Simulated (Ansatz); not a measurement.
AlN (P6_3mc), one atom moved over a plane

Method: Ansatz 0.2.0, DFT PBE, scalar-relativistic, plane waves, PAW. The runs took a 420 eV cutoff, a Γ-centred 12×12×6 mesh and Gaussian smearing (0.05 eV). No spin polarisation. Energies are free energies at this smearing, counted from the undisturbed cell; pressure is positive in compression.

Zero of the scan (as given, not relaxed at this level; it stands at 4.0 GPa):

```
Al N
1.0
     3.11100    0.00000    0.00000
    -1.55550    2.69421    0.00000
     0.00000    0.00000    4.97800
Al N
2 2
Direct
  0.33333 0.66667 0.00000
  0.66667 0.33333 0.50000
  0.33333 0.66667 0.38500
  0.66667 0.33333 0.88500
```

Atom 3 (N) is moved by p along (1.000, 0.000, 0.000) and q along (0.000, 1.000, 0.000) (Å), all else fixed. Points are written (p, q).

Energy above the undisturbed cell in eV/cell (a dash: not computed):

| p \ q | -0.600 | -0.300 | 0.000 | 0.300 | 0.600 |
| --- | --- | --- | --- | --- | --- |
| -0.600 | 16.59 | 9.34 | 3.80 | 1.76 | 3.73 |
| -0.300 | 4.33 | 2.28 | 0.79 | 1.15 | 5.69 |
| 0.000 | 1.51 | 0.53 | 0.00 | 1.06 | 6.68 |
| 0.300 | 4.33 | 2.28 | 0.79 | 1.15 | 5.69 |
| 0.600 | 16.59 | 9.34 | 3.80 | 1.76 | 3.73 |

Pressure in GPa:

```csv
p \ q,-0.600,-0.300,0.000,0.300,0.600
-0.600,112.4,70.2,32.9,17.4,30.8
-0.300,36.5,21.9,10.5,13.3,46.0
0.000,15.8,8.5,4.0,12.6,52.9
0.300,36.5,21.9,10.5,13.3,46.0
0.600,112.4,70.2,32.9,17.4,30.8
```

Gap on the k-mesh in eV:

| p \ q | -0.600 | -0.300 | 0.000 | 0.300 | 0.600 |
| --- | --- | --- | --- | --- | --- |
| -0.600 | 3.21 | 3.57 | 3.20 | 2.62 | 2.28 |
| -0.300 | 3.00 | 3.70 | 3.81 | 3.42 | 3.18 |
| 0.000 | 2.82 | 3.73 | 4.15 | 3.92 | 3.61 |
| 0.300 | 3.00 | 3.70 | 3.81 | 3.42 | 3.18 |
| 0.600 | 3.21 | 3.57 | 3.20 | 2.62 | 2.28 |